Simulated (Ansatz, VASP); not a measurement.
**Sn in VASP and in Ansatz**

INCAR

```
PREC = Accurate
ENCUT = 520
EDIFF = 1E-8
ISMEAR = -1
SIGMA = 0.03
LREAL = False
LASPH = True
NELM = 100
ALGO = Normal
ISIF = 2
LWAVE = False
LCHARG = False
GGA = CA
LEFG = True
NBANDS = 13
```

Contents of KPOINTS:

```
Automatic mesh
0
Gamma
  15 15 15
```

File POSCAR:

```
Sn
1.0
   -1.9031242745      1.9031242745      1.9031242745
    1.9031242745     -1.9031242745      1.9031242745
    1.9031242745      1.9031242745     -1.9031242745
Sn
1
Direct
    0.0000000000      0.0000000000      0.0000000000
```

Input for Ansatz:

```yaml
crystal:
  lattice:
    - [-1.9031242745, 1.9031242745, 1.9031242745]
    - [1.9031242745, -1.9031242745, 1.9031242745]
    - [1.9031242745, 1.9031242745, -1.9031242745]
  atoms:
    - { symbol: Sn, position: [0.0, 0.0, 0.0] }
kpoints:
  mp_grid: { grid: [15, 15, 15] }
  band_path:
    path:
      - [0.0, 0.0, 0.0]
      - [0.5, -0.5, 0.5]
      - [0.0, 0.0, 0.5]
      - [0.0, 0.0, 0.0]
      - [0.25, 0.25, 0.25]
      - [0.5, -0.5, 0.5]
      - [0.25, 0.25, 0.25]
      - [0.0, 0.0, 0.5]
    npoints: 5
scf:
  occupations: { method: fermi_dirac, width: 0.03 }
hamiltonian:
  xc: lda
  pseudopotentials: { kind: paw }
output:
  forces: true
  stress: true
  eigenvalues: true
  efg: { contact_densities: true }
```

Alike in both runs: task electric field gradients; functional LDA; k mesh 15 × 15 × 15; occupations fermi-dirac, width 0.03 eV; no spin polarisation.

```csv
,VASP,Ansatz
version,VASP 6.6.1,Ansatz 0.2.0
potentials or method,"VASP PAW LDA potentials, release 64 (Sn_d)","PAW with Ansatz's default frozen-core files, scalar-relativistic"
plane-wave cutoff (eV),520,420
valence electrons in the cell,14,14
```

```csv
,VASP,Ansatz,Ansatz less VASP
pressure (GPa),-3.9,-3.9,+0.04
Vzz of the field gradient on the site that differs most (V/Å²),0.0,0.0,0.00
```

Ansatz warned: «gradients_without_spin_orbit».
